**Density of states at the Fermi energy of fcc Rh against Gaussian smearing width**

The table holds the smeared density of states at the Fermi energy for one Rh cell (exciting, all-electron LAPW+lo, PBE, no spin polarisation or spin-orbit coupling, 12x12x12 mesh) at nine widths from 0.011 to 0.1 eV. The program counts how many 48-point stars the Gaussian window holds, evaluates the logarithmic slope of the density and the drift of the Fermi energy, and fits one or two discrete levels on a flat background, a smooth $\sigma^2$ law and a $1/\sigma$ law to the eight narrow rows. The window holds only 0.84 to 3.00 stars, and the Fermi energy drifts nearly linearly with the width, unlike a smooth band. Two levels describe the narrow rows, near-plateau included, to 0.0013 states/eV rms but fall 0.25 states/eV short at 0.1 eV. The entropy term equals $\sigma^2D/2$ in all rows, and the changes of the free and extrapolated energies lie within the bounds that follow from it.

Calculated values. Kohn-Sham DFT with exciting sodium, all-electron LAPW+lo and the PBE functional, for fcc Rh in its one-atom primitive cell at fixed geometry, without spin polarisation. All rows use a 12×12×12 k mesh, Gaussian smearing, IORA* valence relativity without spin-orbit coupling, rgkmax 9 and a muffin-tin radius of 2.3 bohr.

## Program and output

```python
# Table: DOS at the Fermi energy of fcc Rh (exciting, PBE, LAPW+lo, 12x12x12 mesh) against Gaussian width.
# Tested: Gaussian sum over a few discrete mesh levels, against a smooth band and a single level; entropy term.
T = {
    'smearing_width': ['0.011 eV', '0.015 eV', '0.019 eV', '0.02 eV', '0.021 eV', '0.022 eV', '0.025 eV', '0.026 eV', '0.1 eV'],
    'dos_at_fermi': [2.384, 2.191, 2.18, 2.17, 2.155, 2.136, 2.061, 2.032, 0.94],  # states/eV/cell
}
import numpy as np
from scipy.special import erf
from scipy.optimize import least_squares
s = np.array([float(str(x).split()[0]) for x in T["smearing_width"]]); D = np.array(T["dos_at_fermi"], float)
# further outputs of the same runs (eV), in row order
EF = np.array([12.48112, 12.47841, 12.47615, 12.47563, 12.47513, 12.47463, 12.47315, 12.47267, 12.43816])
TS = np.array([0.00014423, 0.00024653, 0.00039357, 0.00043401, 0.00047524, 0.00051702, 0.00064408, 0.00068666, 0.004701])
core = (-287.5786, -287.5792); U = (-130213.813, -130213.811)      # 3d core level, internal energy: first, last row
F = (-130213.813, -130213.816); E0 = (-130213.813, -130213.814)    # free energy, zero-width extrapolation
star = 2*48/12**3; rp = np.sqrt(np.pi); n = 8; m = EF - 12.475
print(f"DOS fall {D[0]-D[-1]:.3f} states/eV, ratio {D[0]/D[-1]:.2f}; width ratio {s[-1]/s[0]:.2f}; rounding 0.0005")
print(f"first to last row: E_F {1e3*(EF[-1]-EF[0]):.1f} meV, 3d core level {1e3*(core[1]-core[0]):.1f} meV")
print(f"one 48-point star holds {star:.4f} electrons")
print("width eV | DOS | peak of one star | stars in window | TS meV | TS/(w^2 D/2)")
for i in range(len(s)):
    print(f"{s[i]:.3f} | {D[i]:.3f} | {star/(s[i]*rp):.2f} | {D[i]*s[i]*rp/star:.2f} | {1e3*TS[i]:.3f} | {TS[i]/(s[i]**2*D[i]/2):.4f}")
sl = np.diff(np.log(D))/np.diff(np.log(s)); mx = np.diff(EF)/np.diff(s); mid = (s[1:]+s[:-1])/2
err = 0.0005*(1/D[1:]+1/D[:-1])/np.diff(np.log(s))
print("interval | dD | dlnD/dlnw (+-rounding) | Var x | dE_F/dw | e-fold length if smooth, meV")
for i in range(len(mid)):
    print(f"{s[i]:.3f}-{s[i+1]:.3f} | {D[i+1]-D[i]:+.3f} | {sl[i]:+.3f} ({err[i]:.3f}) | {(1+sl[i])/2:.2f} | {mx[i]:+.3f} | {1e3*mid[i]/(2*abs(mx[i])):.0f}")
print("limits: single level slope -1, Var 0; flat continuum slope 0, Var 0.5")
rms = lambda r: np.sqrt(np.mean(r**2))
print("fits to the 8 narrow rows; the 0.1 eV row is predicted")
for name, y, x, u in (("D vs w^2", D, s**2, 1), ("E_F vs w^2 (meV)", EF, s**2, 1e3), ("E_F vs w (meV)", EF, s, 1e3)):
    c = np.polyfit(x[:n], y[:n], 1); r = (np.polyval(c, x)-y)*u
    print(f"{name}: slope {c[0]:.4g}, rms {rms(r[:n]):.3f}, worst {abs(r[:n]).max():.3f}, miss at 0.1 eV {r[-1]:+.2f}")
A = np.sum(D[:n]/s[:n])/np.sum(1/s[:n]**2); r = A/s - D
print(f"D = A/w: A {A:.4f}, rms {rms(r[:n]):.3f}, worst {abs(r[:n]).max():.3f}, miss at 0.1 eV {r[-1]:+.2f}")
def mod(p, k):
    x = (m[:, None]-p[2:2+k])/s[:, None]; W = p[2+k:]
    return p[0]+(W*np.exp(-x**2)).sum(1)/(s*rp), p[0]*m+(W*(1+erf(x))/2).sum(1)-p[1]
def res(p, k):
    d, N = mod(p, k)
    return np.r_[(d-D)[:n]/0.002, (N/D)[:n]/0.0002]
rng = np.random.default_rng(1)
for k in (1, 2):
    lo = np.r_[0, -1, [-0.08]*k, [0]*k]; hi = np.r_[3, 1, [0.08]*k, [0.5]*k]; best = None
    for t in range(30):
        p0 = np.r_[rng.uniform(0.1, 1.5), rng.uniform(0, 0.1), rng.uniform(-0.03, 0.04, k), rng.uniform(0.02, 0.15, k)]
        f = least_squares(res, p0, bounds=(lo, hi), x_scale=np.r_[1, 0.05, [0.01]*k, [0.05]*k], args=(k,), max_nfev=80)
        if best is None or f.cost < best.cost: best = f
    p = best.x; d, N = mod(p, k); r = d - D; e = -1e3*N/d
    lev = ", ".join(f"{12.475+a:.4f} eV x {b/star:.2f} stars" for a, b in sorted(zip(p[2:2+k], p[2+k:])))
    print(f"{k} level(s) + background ({2+2*k} parameters, 16 data): background {p[0]:.2f}; {lev}")
    print("  D residuals: " + " ".join(f"{v:+.3f}" for v in r[:n]) + f"; rms {rms(r[:n]):.4f}")
    print(f"  E_F rms {rms(e[:n]):.2f} meV, worst {abs(e[:n]).max():.2f}; at 0.1 eV: D {d[-1]:.2f} (miss {r[-1]:+.2f}), E_F miss about {e[-1]:+.0f} meV")
g = s*D/2; nar = np.sum((g[1:n]+g[:n-1])/2*np.diff(s[:n])); gap = s[-1]-s[n-1]
dF = -1e3*np.array([nar+g[n-1]*gap, nar+g[-1]*gap]); h = 1e3*(TS[-1]-TS[0])/2
print(f"first to last row, meV (printed to 1 meV): E {1e3*(U[1]-U[0]):+.0f}, F {1e3*(F[1]-F[0]):+.0f}, (E+F)/2 {1e3*(E0[1]-E0[0]):+.0f}")
print(f"bounds from dF/dw = -wD/2: F {dF[1]:+.2f} to {dF[0]:+.2f}, (E+F)/2 {dF[1]+h:+.2f} to {dF[0]+h:+.2f} meV")
print(f"F change over the narrow rows {-1e3*nar:+.2f} meV; with constant D = last row, F would change {-h:+.2f} meV")
assert np.all(np.diff(s) > 0) and np.all(np.diff(D) < 0)
assert np.all(sl > -1) and np.argmax(sl) == 1
assert np.all(abs(TS/(s**2*D/2)-1) < 1e-3)
assert np.all((mx < -0.4) & (mx > -0.8))
```

It prints:

```
DOS fall 1.444 states/eV, ratio 2.54; width ratio 9.09; rounding 0.0005
first to last row: E_F -43.0 meV, 3d core level -0.6 meV
one 48-point star holds 0.0556 electrons
width eV | DOS | peak of one star | stars in window | TS meV | TS/(w^2 D/2)
0.011 | 2.384 | 2.85 | 0.84 | 0.144 | 1.0000
0.015 | 2.191 | 2.09 | 1.05 | 0.247 | 1.0002
0.019 | 2.180 | 1.65 | 1.32 | 0.394 | 1.0002
0.020 | 2.170 | 1.57 | 1.38 | 0.434 | 1.0000
0.021 | 2.155 | 1.49 | 1.44 | 0.475 | 1.0001
0.022 | 2.136 | 1.42 | 1.50 | 0.517 | 1.0002
0.025 | 2.061 | 1.25 | 1.64 | 0.644 | 1.0000
0.026 | 2.032 | 1.21 | 1.69 | 0.687 | 0.9998
0.100 | 0.940 | 0.31 | 3.00 | 4.701 | 1.0002
interval | dD | dlnD/dlnw (+-rounding) | Var x | dE_F/dw | e-fold length if smooth, meV
0.011-0.015 | -0.193 | -0.272 (0.001) | 0.36 | -0.678 | 10
0.015-0.019 | -0.011 | -0.021 (0.002) | 0.49 | -0.565 | 15
0.019-0.020 | -0.010 | -0.090 (0.009) | 0.46 | -0.520 | 19
0.020-0.021 | -0.015 | -0.142 (0.009) | 0.43 | -0.500 | 20
0.021-0.022 | -0.019 | -0.190 (0.010) | 0.40 | -0.500 | 21
0.022-0.025 | -0.075 | -0.280 (0.004) | 0.36 | -0.493 | 24
0.025-0.026 | -0.029 | -0.361 (0.012) | 0.32 | -0.480 | 27
0.026-0.100 | -1.092 | -0.572 (0.001) | 0.21 | -0.466 | 68
limits: single level slope -1, Var 0; flat continuum slope 0, Var 0.5
fits to the 8 narrow rows; the 0.1 eV row is predicted
D vs w^2: slope -530.2, rms 0.035, worst 0.074, miss at 0.1 eV -3.86
E_F vs w^2 (meV): slope -14.58, rms 0.514, worst 0.947, miss at 0.1 eV -102.07
E_F vs w (meV): slope -0.5568, rms 0.185, worst 0.317, miss at 0.1 eV -6.91
D = A/w: A 0.0373, rms 0.531, worst 1.004, miss at 0.1 eV -0.57
1 level(s) + background (4 parameters, 16 data): background 1.20; 12.4929 eV x 1.28 stars
  D residuals: -0.022 +0.064 -0.006 -0.015 -0.018 -0.018 +0.002 +0.013; rms 0.0267
  E_F rms 0.70 meV, worst 1.41; at 0.1 eV: D 1.50 (miss +0.56), E_F miss about +25 meV
2 level(s) + background (6 parameters, 16 data): background 0.00; 12.4577 eV x 0.64 stars, 12.4917 eV x 2.09 stars
  D residuals: -0.000 +0.002 -0.002 -0.001 +0.001 +0.002 +0.000 -0.001; rms 0.0013
  E_F rms 0.24 meV, worst 0.35; at 0.1 eV: D 0.69 (miss -0.25), E_F miss about +9 meV
first to last row, meV (printed to 1 meV): E +2, F -3, (E+F)/2 -1
bounds from dF/dw = -wD/2: F -3.78 to -2.25, (E+F)/2 -1.50 to +0.02 meV
F change over the narrow rows -0.30 meV; with constant D = last row, F would change -2.28 meV
```
